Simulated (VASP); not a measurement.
VASP 6.6.1 run: NaH

INCAR

```
LWAVE = .FALSE.
LREAL = .TRUE.
GGA = PE
SIGMA = 0.2
NBANDS = 5
ISMEAR = 2
ISIF = 2
IBRION = -1
LCHARG = .FALSE.
EDIFF = 1E-7
LASPH = .TRUE.
PREC = Accurate
NSW = 0
ENCUT = 520
NELM = 65
```

KPOINTS

```
KPOINTS created by Atomic Simulation Environment
0
Gamma
10 10 10
0 0 0
```

POSCAR

```
Na H
 1.0000000000000000
     0.0000000000000000    2.5202642382999998    2.5202642382999998
     2.5202642382999998    0.0000000000000000    2.5202642382999998
     2.5202642382999998    2.5202642382999998    0.0000000000000000
 Na  H
   1   1
Cartesian
  0.0000000000000000  0.0000000000000000  0.0000000000000000
  2.5202642382999998  2.5202642382999998  2.5202642382999998
```

The recommended PBE PAW datasets give the neutral cell 8 valence electrons.

Command

```
mpirun -np 1 vasp_std
```

Q: How does this run end, and what does it give?

A: It converged. Results: gap between bands v and c on the k mesh 3.57 eV; least direct gap on the k mesh 4.34 eV; pressure -2.2 GPa. Band v is the last that the valence electrons fill when counted band by band, and c is the next.

OSZICAR

```
N       E                     dE             d eps       ncg     rms          rms(c)
DAV:   1     0.325408798110E+02    0.32541E+02   -0.46473E+03   485   0.154E+03
DAV:   2    -0.386093742883E+01   -0.36402E+02   -0.36155E+02   470   0.267E+02
DAV:   3    -0.544893569395E+01   -0.15880E+01   -0.15894E+01   525   0.763E+01
DAV:   4    -0.547181287112E+01   -0.22877E-01   -0.22869E-01   525   0.876E+00
DAV:   5    -0.547213788466E+01   -0.32501E-03   -0.32501E-03   545   0.100E+00    0.311E+00
DAV:   6    -0.513127249464E+01    0.34087E+00   -0.44462E-01   470   0.567E+00    0.140E+00
DAV:   7    -0.504578855311E+01    0.85484E-01   -0.38019E-01   470   0.425E+00    0.351E-01
DAV:   8    -0.505115517257E+01   -0.53666E-02   -0.10691E-02   480   0.178E+00    0.618E-02
DAV:   9    -0.505126947282E+01   -0.11430E-03   -0.13263E-03   490   0.631E-01    0.189E-02
DAV:  10    -0.505125127966E+01    0.18193E-04   -0.59113E-05   490   0.125E-01    0.433E-03
DAV:  11    -0.505125520618E+01   -0.39265E-05   -0.86235E-06   470   0.270E-02    0.294E-03
DAV:  12    -0.505125491362E+01    0.29256E-06   -0.61922E-07   490   0.817E-03    0.504E-04
DAV:  13    -0.505125491122E+01    0.23927E-08   -0.57182E-08   240   0.173E-03
   1 F= -.50512549E+01 E0= -.50517513E+01  d E =0.198550E-02
```

Standard output (part)

```
POSCAR found type information on POSCAR NaH
 POSCAR found :  2 types and       2 ions
|     You have a (more or less) 'small supercell' and for smaller cells       |
|     it is recommended to use the reciprocal-space projection scheme!        |
|     The real-space optimization is not efficient for small cells and it     |
|     is also less accurate ...                                               |
|     Therefore, set LREAL=.FALSE. in the INCAR file.                         |
|     The real-space projection scheme for the treatment of the non-local     |
|     real-space optimization of all non-local projectors! BE WARNED that     |
|     a calculation using the real-space projection scheme together with      |
|     non-local projectors which were not real-space optimized (according     |
|     to the plane-wave cutoff used in this calculation) might give more      |
|     or less inaccurate results. I hope you know what you are doing.         |
 LDA part: xc-table for (Slater+PW92), standard interpolation
 POSCAR, INCAR and KPOINTS ok, starting setup
 WAVECAR not read
 entering main loop
```

For comparison, a separate PBE run of the intended cell, on usual settings and not on those above, gives a gap of 3.57 eV on its mesh and a pressure of -2.4 GPa.
